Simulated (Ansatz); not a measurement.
# NaI: the cost of one run

Method: DFT LDA, scalar-relativistic, in Ansatz 0.2.0.

## Step 1: The system as given

Symmetry: Fm-3m, No. 225, cubic system. The conventional cell has a = 6.473 Å, b = 6.473 Å, c = 6.473 Å, α = 90.00°, β = 90.00°, γ = 90.00°. Around Na (site symmetry m-3m) lie 6 I at 3.24 Å. I (site symmetry m-3m) has 6 Na at 3.24 Å as nearest neighbours.

Structure file:

```
Na I
1.0
     0.00000    3.23640    3.23640
     3.23640    0.00000    3.23640
     3.23640    3.23640    0.00000
Na I
1 1
Cartesian
  0.0000 0.0000 0.0000
  3.2364 3.2364 3.2364
```

Atoms are numbered in the order of the input: Na1, I2.

## Step 2: After the deformation

Space group Fm-3m before, I4/mmm after.

## Step 3: LAPW, all electrons

Contents of input.yaml:

```yaml
crystal:
  lattice:
    - [0.0, 3.2364, 3.171672]
    - [3.2364, 0.0, 3.171672]
    - [3.2364, 3.2364, 0.0]
  atoms:
    - { symbol: Na, position: [0.0, 0.0, 0.0] }
    - { symbol: I, position: [0.5, 0.5, 0.5] }
kpoints:
  mp_grid: { grid: [8, 8, 8] }
  band_path:
    path:
      - [0.0, 0.0, 0.0]
      - [0.0, 0.5, 0.5]
      - [0.25, 0.75, 0.5]
      - [0.0, 0.5, 0.0]
      - [0.0, 0.0, 0.0]
      - [0.5, 0.5, 0.0]
      - [0.3801541025, 0.6198458975, 0.0]
      - [-0.3801541025, 0.3801541025, 0.0]
      - [0.0, 0.0, 0.0]
    npoints: 5
scf:
  occupations: { method: fermi_dirac, width: 0.02 }
hamiltonian:
  xc: lda
  pseudopotentials: { kind: all_electron, lapw: { basis_error: 0.001 } }
output:
  forces: true
  stress: true
  eigenvalues: true
```

On the command line:

```
$ ansatz run input.yaml --threads 1 --pin off --max-ram 3072MiB --backend cpu --events-out ev --progress --plain --runs-dir out
```

What time and memory should one allow on 1 thread of Arm Neoverse V2, shared host?

About 8.1 s, with a peak of 0.28 GiB.
